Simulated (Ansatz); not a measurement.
# Zn: pressure against volume, part 2 of 2

How stiff is Zn, and at what volume does the pressure vanish? The cell is scaled evenly, atoms carried along, and solved with LAPW, PAW and all-electron datasets made for the crystal.

Ansatz 0.2.0; DFT PBE; a cell built from a prototype (diamond type), not taken from measurement. «Crystal datasets» are all-electron PAW datasets made for this crystal. Earlier steps stand in the parts before.

### Step 7. Volume × 1.025, LAPW

This is Zn in the diamond structure; at room conditions it is hcp.

input.yaml

```yaml
crystal:
  lattice:
    - [0.0, 2.9329409068, 2.9329409068]
    - [2.9329409068, 0.0, 2.9329409068]
    - [2.9329409068, 2.9329409068, 0.0]
  atoms:
    - { symbol: Zn, position: [0.0, 0.0, 0.0] }
    - { symbol: Zn, position: [0.25, 0.25, 0.25] }
kpoints:
  mp_grid: { grid: [11, 11, 11] }
scf:
  occupations: { method: fermi_dirac, width: 0.05 }
hamiltonian:
  xc: pbe
  pseudopotentials: { kind: all_electron, lapw: { basis_error: 0.00025 } }
output:
  forces: true
  stress: true
  eigenvalues: true
```

Run with:

```sh
$ ansatz run input.yaml --threads 1 --pin off --max-ram 2048MiB --backend cpu --events-out ev --progress --plain --runs-dir out
```

The log of the run, shortened:

```text
LAPW: plane waves up to 9.509 Å⁻¹, error target 2.5e-4 eV per atom; small_component_spin mean_spin; Zn in spheres of 1.270 Å, 20 of its electrons in bands, Dirac shells []
[...]
Pseudopotentials: kind: all_electron
Pseudopotential: Zn, LAPW, valence charge 20, Koelling and Harmon's equation, gaussian nucleus
Functional definition: PBE
[...]
Crystal: 2 atoms, lattice volume = 50.459 Å³
Basis set: ecut = 344.5017267642283 eV, 725 PW (Γ), exchange–correlation at level 2
Bands: 24, of which v1, the nominal top of the filled ones, is band 20 counted from 1 (19 counted from 0)
Symmetry: 48 space group operations
Space group: Fd-3m (ITA 227), of the structure as read, at distance tolerance 3.7e-5 Å
k-points: 56 of 1331
[...]
SCF iter   1: F=—  HF=-97745.207485 eV  |F-HF|=—  |Δ(HF+E_count)|=         —  Δρ=1.13e-2  dr2=6.09e-2  ethr=1.52e-4  ⟨swp⟩=3.0  Hψ=8798  notcnv=0
[...]
SCF iter   6: F=-97745.104498 eV  HF=-97745.104498 eV  |F-HF|=2.17e-9  |Δ(HF+E_count)|=   9.11e-7  Δρ=3.13e-6  dr2=4.15e-9  ethr=1.25e-9  ⟨swp⟩=3.0  Hψ=4406  notcnv=0
[...]
SCF converged after 6 iterations
Free energy (F): -97745.104498 eV
[...]
E sigma→0 (E₀):  -97745.100744 eV
Entropy (-TS):   -0.007507 eV (-3.753 meV/atom)
Fermi energy:    6.714306 eV
[...]
--- Forces (eV/Å), atoms counted from 1 ---
  atom   1  Zn     0.00000000     0.00000000    -0.00000000
  atom   2  Zn    -0.00000000     0.00000000    -0.00000000
[...]
--- Stress (GPa, compression-positive) ---
       -0.614518      -0.000000      -0.000000
       -0.000000      -0.614518       0.000000
       -0.000000       0.000000      -0.614518
  P = ⅓ Tr σ = -0.6145 GPa (-6.145 kbar)
--- Band table (eV; the first three rows and the last of 56) ---
[... band rows left out ...]
[...]
```

Run time: 21 s. Hardware: 1 thread of Arm Neoverse V1, shared host; peak memory 0.4 GiB.

Read from it: pressure -0.61 GPa; no gap.

### Step 8. Volume × 1.025, PAW

Changes to input.yaml since step 7:

```diff
@@ -14,3 +14,3 @@
   xc: pbe
-  pseudopotentials: { kind: all_electron, lapw: { basis_error: 0.00025 } }
+  pseudopotentials: { kind: paw }
 output:
@@ -19 +19,2 @@
   eigenvalues: true
+  efg: { contact_densities: true }
```

Run with:

```sh
$ ansatz run input.yaml --threads 1 --pin off --max-ram 2048MiB --backend cpu --events-out ev --progress --plain --runs-dir out
```

The log of the run, shortened:

```text
[...]
Pseudopotentials: kind: paw
Pseudopotential: Zn, paw, valence charge 12, recommended cutoff 420 eV (normal)
Functional definition: PBE
[...]
Crystal: 2 atoms, lattice volume = 50.459 Å³
Basis set: ecut = 420 eV, 965 PW (Γ), exchange–correlation on 60×60×60 points (8 copies of the dense FFT grid, shifted against one another)
Bands: 16, of which v1, the nominal top of the filled ones, is band 12 counted from 1 (11 counted from 0)
Symmetry: 48 space group operations
Space group: Fd-3m (ITA 227), of the structure as read, at distance tolerance 3.7e-5 Å
k-points: 56 of 1331
[...]
SCF iter   1: F=—  HF=-6637.123174 eV  |F-HF|=—  |Δ(HF+E_count)|=         —  Δρ=2.32e-3  dr2=1.43e-3  ethr=1.77e-3  ⟨swp⟩=5.9  Hψ=4365  notcnv=0
[...]
  atom   1  Zn     0.00000000    -0.00000000     0.00000000
  atom   2  Zn     0.00000000     0.00000000    -0.00000000
[...]
--- Stress (GPa, compression-positive) ---
       -0.613281      -0.000000       0.000000
       -0.000000      -0.613281      -0.000000
       -0.000000       0.000000      -0.613281
  P = ⅓ Tr σ = -0.6133 GPa (-6.133 kbar)
--- PAW observables at the nuclei: V_zz in 10²¹ V/m², potentials from the cell's mean, atoms counted from 1 ---
  atom   1  Zn V_zz =    +0.000000   η = 0.0000   by run symmetry: forbidden
            electrostatic potential = -3939.546543 V   contact ρ = 166636.562476 e/Å³
  atom   2  Zn V_zz =    -0.000000   η = 0.0000   by run symmetry: forbidden
            electrostatic potential = -3939.546543 V   contact ρ = 166636.562476 e/Å³
--- Band table (eV; the first three rows and the last of 56) ---
  k-point 0: bands = ["-2.4872", "-2.4872", "-2.4872", "-2.4504", "-2.4472", "-2.4472", "-1.9190", "-1.9190", "-1.9190", "-1.7346", "-1.7346", "10.0681", "10.0681", "10.0681", "11.5474", "11.5474"]
[...]
```

Wall time 3.4 s (1 thread of Arm Neoverse V1, shared host); peak memory 0.35 GiB.

Read from it: pressure -0.61 GPa; no gap.

### Step 9. Volume × 1.05, LAPW

input.yaml

```yaml
crystal:
  lattice:
    - [0.0, 2.9565946775, 2.9565946775]
    - [2.9565946775, 0.0, 2.9565946775]
    - [2.9565946775, 2.9565946775, 0.0]
  atoms:
    - { symbol: Zn, position: [0.0, 0.0, 0.0] }
    - { symbol: Zn, position: [0.25, 0.25, 0.25] }
kpoints:
  mp_grid: { grid: [11, 11, 11] }
scf:
  occupations: { method: fermi_dirac, width: 0.05 }
hamiltonian:
  xc: pbe
  pseudopotentials: { kind: all_electron, lapw: { basis_error: 0.00025 } }
output:
  forces: true
  stress: true
  eigenvalues: true
```

Run with:

```sh
$ ansatz run input.yaml --threads 1 --pin off --max-ram 2048MiB --backend cpu --events-out ev --progress --plain --runs-dir out
```

The log of the run, shortened:

```text
LAPW: plane waves up to 9.420 Å⁻¹, error target 2.5e-4 eV per atom; small_component_spin mean_spin; Zn in spheres of 1.280 Å, 20 of its electrons in bands, Dirac shells []
[...]
Pseudopotentials: kind: all_electron
Pseudopotential: Zn, LAPW, valence charge 20, Koelling and Harmon's equation, gaussian nucleus
Functional definition: PBE
[...]
Crystal: 2 atoms, lattice volume = 51.690 Å³
Basis set: ecut = 338.0543099552035 eV, 725 PW (Γ), exchange–correlation at level 2
Bands: 24, of which v1, the nominal top of the filled ones, is band 20 counted from 1 (19 counted from 0)
Symmetry: 48 space group operations
Space group: Fd-3m (ITA 227), of the structure as read, at distance tolerance 3.7e-5 Å
k-points: 56 of 1331
[...]
SCF iter   1: F=—  HF=-97745.194356 eV  |F-HF|=—  |Δ(HF+E_count)|=         —  Δρ=1.09e-2  dr2=5.86e-2  ethr=1.46e-4  ⟨swp⟩=3.0  Hψ=8795  notcnv=0
[...]
SCF iter   7: F=-97745.097700 eV  HF=-97745.097700 eV  |F-HF|=8.89e-9  |Δ(HF+E_count)|=   4.32e-7  Δρ=2.68e-6  dr2=2.89e-9  ethr=1.20e-9  ⟨swp⟩=3.0  Hψ=3891  notcnv=0
[...]
SCF converged after 7 iterations
Free energy (F): -97745.097700 eV
[...]
E sigma→0 (E₀):  -97745.093526 eV
Entropy (-TS):   -0.008349 eV (-4.174 meV/atom)
Fermi energy:    6.481231 eV
[...]
--- Forces (eV/Å), atoms counted from 1 ---
  atom   1  Zn     0.00000000    -0.00000000     0.00000000
  atom   2  Zn     0.00000000    -0.00000000    -0.00000000
[...]
--- Stress (GPa, compression-positive) ---
       -1.137690      -0.000000      -0.000000
       -0.000000      -1.137690      -0.000000
       -0.000000      -0.000000      -1.137690
  P = ⅓ Tr σ = -1.1377 GPa (-11.377 kbar)
--- Band table (eV; the first three rows and the last of 56) ---
[... band rows left out ...]
[...]
```

Run time: 23 s. Hardware: 1 thread of Arm Neoverse V1, shared host; peak memory 0.41 GiB.

This run gives: pressure -1.14 GPa; no gap.

### Step 10. Volume × 1.05, PAW

Changes to input.yaml since step 9:

```diff
@@ -14,3 +14,3 @@
   xc: pbe
-  pseudopotentials: { kind: all_electron, lapw: { basis_error: 0.00025 } }
+  pseudopotentials: { kind: paw }
 output:
@@ -19 +19,2 @@
   eigenvalues: true
+  efg: { contact_densities: true }
```

Run with:

```sh
$ ansatz run input.yaml --threads 1 --pin off --max-ram 2048MiB --backend cpu --events-out ev --progress --plain --runs-dir out
```

The log of the run, shortened:

```text
[...]
Pseudopotentials: kind: paw
Pseudopotential: Zn, paw, valence charge 12, recommended cutoff 420 eV (normal)
Functional definition: PBE
[...]
Crystal: 2 atoms, lattice volume = 51.690 Å³
Basis set: ecut = 420 eV, 965 PW (Γ), exchange–correlation on 60×60×60 points (8 copies of the dense FFT grid, shifted against one another)
Bands: 16, of which v1, the nominal top of the filled ones, is band 12 counted from 1 (11 counted from 0)
Symmetry: 48 space group operations
Space group: Fd-3m (ITA 227), of the structure as read, at distance tolerance 3.7e-5 Å
k-points: 56 of 1331
[...]
SCF iter   1: F=—  HF=-6637.116258 eV  |F-HF|=—  |Δ(HF+E_count)|=         —  Δρ=2.23e-3  dr2=1.32e-3  ethr=1.77e-3  ⟨swp⟩=5.9  Hψ=4382  notcnv=0
[...]
--- Forces (eV/Å), atoms counted from 1 ---
  atom   1  Zn     0.00000000     0.00000000     0.00000000
  atom   2  Zn    -0.00000000     0.00000000     0.00000000
[...]
--- Stress (GPa, compression-positive) ---
       -1.137467      -0.000000      -0.000000
       -0.000000      -1.137467       0.000000
        0.000000      -0.000000      -1.137467
  P = ⅓ Tr σ = -1.1375 GPa (-11.375 kbar)
--- PAW observables at the nuclei: V_zz in 10²¹ V/m², potentials from the cell's mean, atoms counted from 1 ---
  atom   1  Zn V_zz =    +0.000000   η = 0.0000   by run symmetry: forbidden
            electrostatic potential = -3939.322078 V   contact ρ = 166636.463226 e/Å³
  atom   2  Zn V_zz =    +0.000000   η = 0.0000   by run symmetry: forbidden
            electrostatic potential = -3939.322078 V   contact ρ = 166636.463226 e/Å³
--- Band table (eV; the first three rows and the last of 56) ---
  k-point 0: bands = ["-2.6500", "-2.6500", "-2.6500", "-2.6112", "-2.6112", "-2.5431", "-2.1047", "-2.1047", "-2.1047", "-1.9310", "-1.9310", "9.7643", "9.7643", "9.7643", "11.2487", "11.2487"]
[...]
```

It took 3.6 s on 1 thread of Arm Neoverse V1, shared host; peak memory 0.35 GiB.

This run gives: pressure -1.14 GPa; no gap.

### Step 11. Volume × 1.05, crystal datasets

Changes to input.yaml since step 10:

```diff
@@ -14,3 +14,3 @@
   xc: pbe
-  pseudopotentials: { kind: paw }
+  pseudopotentials: { kind: all_electron, datasets: crystal }
 output:
```

Run with:

```sh
$ ansatz run input.yaml --threads 1 --pin off --max-ram 2048MiB --backend cpu --events-out ev --progress --plain --runs-dir out
```

The log of the run, shortened:

```text
[...]
Pseudopotentials: kind: all_electron
Pseudopotential: Zn, paw, valence charge 12, recommended cutoff 280 eV (normal), Koelling and Harmon's equation, gaussian nucleus
Functional definition: PBE
[...]
Crystal: 2 atoms, lattice volume = 51.690 Å³
Basis set: ecut = 280 eV, 537 PW (Γ), exchange–correlation on 48×48×48 points (8 copies of the dense FFT grid, shifted against one another)
Bands: 16, of which v1, the nominal top of the filled ones, is band 12 counted from 1 (11 counted from 0)
Symmetry: 48 space group operations
Space group: Fd-3m (ITA 227), of the structure as read, at distance tolerance 3.7e-5 Å
k-points: 56 of 1331
[...]
SCF iter   1: F=—  HF=-97745.175255 eV  |F-HF|=—  |Δ(HF+E_count)|=         —  Δρ=2.15e-2  dr2=2.62e-1  ethr=1.21e-3  ⟨swp⟩=4.1  Hψ=5010  notcnv=0
[...]
--- Forces (eV/Å), atoms counted from 1 ---
  atom   1  Zn    -0.00000000    -0.00000000     0.00000000
  atom   2  Zn    -0.00000000    -0.00000000    -0.00000000
[...]
--- Stress (GPa, compression-positive) ---
       -1.133887       0.000000       0.000000
        0.000000      -1.133887       0.000000
       -0.000000      -0.000000      -1.133887
  P = ⅓ Tr σ = -1.1339 GPa (-11.339 kbar)
--- PAW observables at the nuclei: V_zz in 10²¹ V/m², potentials from the cell's mean, atoms counted from 1 ---
  atom   1  Zn V_zz =    +0.000000   η = 0.0000   by run symmetry: forbidden
            electrostatic potential = -3939.365730 V   contact ρ = 166707.894824 e/Å³
  atom   2  Zn V_zz =    +0.000000   η = 0.0000   by run symmetry: forbidden
            electrostatic potential = -3939.365730 V   contact ρ = 166707.894824 e/Å³
--- Band table (eV; the first three rows and the last of 56) ---
  k-point 0: bands = ["-0.9759", "-0.9759", "-0.9759", "-0.9375", "-0.9375", "-0.8757", "-0.4302", "-0.4302", "-0.4302", "-0.2565", "-0.2565", "11.4301", "11.4301", "11.4301", "12.9142"]
[...]
```

Wall time 7.3 s (1 thread of Arm Neoverse V1, shared host); peak memory 0.37 GiB.

In short: pressure -1.13 GPa; no gap.

### Step 12. All volumes together

The rows at scale 1 come from earlier runs of the unscaled cell with the same settings.

| method | volume (Å³/atom) | F above the lowest (meV/atom) | pressure (GPa) |
| --- | --- | --- | --- |
| LAPW | 23.384 | 5.7 | 1.55 |
| LAPW | 23.999 | 1.4 | 0.73 |
| LAPW | 24.614 | 0.0 | 0.01 |
| LAPW | 25.230 | 1.2 | -0.61 |
| LAPW | 25.845 | 4.6 | -1.14 |
| PAW | 23.384 | 5.8 | 1.56 |
| PAW | 23.999 | 1.4 | 0.74 |
| PAW | 24.614 | 0.0 | 0.01 |
| PAW | 25.230 | 1.2 | -0.61 |
| PAW | 25.845 | 4.6 | -1.14 |
| crystal datasets | 23.384 | – | 1.56 |
| crystal datasets | 24.614 | – | 0.01 |
| crystal datasets | 25.845 | – | -1.13 |

### Step 13. Outcome

This closing draws on all 2 parts.

```
                      quantity           value
     equilibrium volume (LAPW)  24.624 Å³/atom
           bulk modulus (LAPW)        26.5 GPa
its pressure derivative (LAPW)             4.9
      equilibrium volume (PAW)  24.626 Å³/atom
            bulk modulus (PAW)        26.5 GPa
 its pressure derivative (PAW)             4.8
```

A third-order Birch-Murnaghan fit to the LAPW pressures puts zero pressure at 24.62 Å³/atom, less than 0.1 % from the given cell, with a bulk modulus of 26.5 GPa. PAW's volume lies less than 0.01 % and its modulus less than 0.1 % from LAPW's. No thermal or zero-point expansion is included.
